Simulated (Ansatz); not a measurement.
**Pressure coefficients of BeS**

```
Be S
1.0
     0.00000    2.31446    2.31446
     2.31446    0.00000    2.31446
     2.31446    2.31446    0.00000
Be S
1 1
Direct
  0.00000 0.00000 0.00000
  0.50000 0.50000 0.50000
```

The structure comes from a relaxation in the same program, started in the rocksalt type, and has space group Fm-3m. Whether it is a known phase or the ground state wasn't checked.

All numbers below come from DFT, PBE, all-electron LAPW, scalar-relativistic (Ansatz 0.2.0).

Numerical set-up: a Γ-centred 13×13×13 k mesh, Fermi–Dirac smearing of 0.08 eV, basis error target 1 meV/atom, no spin polarisation.

The cell is scaled evenly with fractional coordinates held. Semilocal gaps are too small, but their slopes carry over better.

```tsv
V/V(cell)	P (GPa)	gap on the k mesh (eV)
0.9750	2.90	1.023
1.0000	0.04	1.013
1.0250	-2.49	1.001
1.0500	-4.74	0.989
```

(1) From the rows at 0.9750 and 1.0250, what is the bulk modulus at the cell's volume?

(2) What are the gap's volume deformation potential and pressure coefficient?

(3) Predict the row at V/V(cell) = 0.9500. How far is a linear estimate of P off?

Results:

(1) B = −ΔP/Δln V = −[(-2.49) − (2.90)]/0.05001 = 107.8 GPa.

(2) dEg/dln V = (1.001 − 1.023)/0.05001 = -0.44 eV, and dEg/dP = −(dEg/dln V)/B = 4.1 meV/GPa: pressure widens the gap.

(3) P = 6.12 GPa, gap 1.032 eV. The linear estimate P(cell) − B ln(V/V(cell)) = 5.57 GPa misses by 0.55 GPa, since the modulus grows under compression.
